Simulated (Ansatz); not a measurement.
MoS2 (R3m), two-dimensional strain map

Method: Ansatz 0.2.0, DFT PBE+D3(BJ), scalar-relativistic, plane waves, PAW. Settings: plane waves to 420 eV, k-mesh 12×12×12 (Γ-centred), Gaussian smearing 0.05 eV. No spin polarisation. Energies are free energies at this smearing, counted from the undisturbed cell; pressure is positive in compression.

Reference structure (relaxed at this level):

```
Mo S
1.0
     1.57647    0.91018    5.99653
    -1.57647    0.91018    5.99653
     0.00000   -1.82036    5.99653
Mo S
1 2
Direct
  0.00002 0.00002 0.00002
  0.75356 0.75356 0.75356
  0.57972 0.57972 0.57972
```

The cell is strained by p along both x and y and by q along z, fractional coordinates fixed. Points are written (p, q).

Energy above the undisturbed cell in meV/atom (a dash: not computed):

```
 p \ q  -0.030  -0.015  0.000  0.015  0.030
-0.030    75.8    51.9   36.7   29.7   30.4
-0.015    35.4       –    8.9      –   13.2
 0.000    15.3     3.7    0.0    3.6   14.0
 0.015    13.3       –    8.1      –      –
 0.030    27.6       –   31.4      –   61.6
```

Pressure in GPa:

| p \ q | -0.030 | -0.015 | 0.000 | 0.015 | 0.030 |
| --- | --- | --- | --- | --- | --- |
| -0.030 | 17.5 | 13.9 | 10.5 | 7.5 | 4.6 |
| -0.015 | 11.1 | – | 4.9 | – | -0.4 |
| 0.000 | 5.5 | 2.7 | 0.0 | -2.4 | -4.6 |
| 0.015 | 0.7 | – | -4.2 | – | – |
| 0.030 | -3.5 | – | -7.8 | – | -11.4 |

Gap on the k-mesh in eV:

```
 p \ q  -0.030  -0.015  0.000  0.015  0.030
-0.030    0.68    0.76   0.84   0.91   0.98
-0.015    0.67       –   0.81      –   0.94
 0.000    0.55    0.73   0.79   0.85   0.90
 0.015    0.39       –   0.78      –      –
 0.030    0.25       –   0.62      –   0.86
```